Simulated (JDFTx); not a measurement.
## MgS (Niningerite) under changes of volume

One of the cells (17.609 Å³/atom); the others are scaled copies at fixed shape and fractional positions:

```
S Mg
1.0
     0.00000    2.60165    2.60165
     2.60165    0.00000    2.60165
     2.60165    2.60165    0.00000
S Mg
1 1
Direct
  0.50000 0.50000 0.50000
  0.00000 0.00000 0.00000
```

```yaml
Program: JDFTx 1.7.0 (patched build)
Functional: LDA
Potentials_or_basis: PseudoDojo-SR-LDA-0.4.1-standard with smoothed tails
Cutoff: 1143 eV
Density_cutoff: 9143 eV
k_mesh: 9 × 9 × 9
Occupations: fermi-dirac, width 0.05 eV
Spin: no spin polarisation
```

```tsv
volume (Å³/atom)	energy over the lowest point (meV/atom)	pressure (GPa)	gap on the mesh (eV)
16.553	?	?	?
16.905	0.00	-0.1	2.78
17.257	1.98	-1.7	2.74
17.609	7.37	-3.2	2.69
17.962	15.83	-4.5	2.65
18.314	27.06	-5.7	2.61
18.666	40.77	-6.8	2.57
```

Question: What does the run at 16.553 Å³/atom give?

Answer: Energy over the lowest point 1.82 meV/atom; pressure 1.7 GPa; gap on the mesh 2.82 eV.

Worked out: A Birch-Murnaghan fit of order 3 (a polynomial in V^(-2/3)) to the other rows has its minimum at 16.89 Å³/atom, just outside them, with B0 = V·E''(V) = 83 GPa and B' = 4.0. It gives 1.78 meV/atom at 16.553 Å³/atom, against the run's 1.82, and -dE/dV = 1.7 GPa, against 1.7. A straight line through the other rows of the gap, of slope -2.13 eV per unit of ln V, extrapolates to 2.83 eV, against the run's 2.82.

Energies are extrapolated to zero smearing.

Caveats: an odd mesh through Γ misses points on the zone boundary, where band edges often lie.
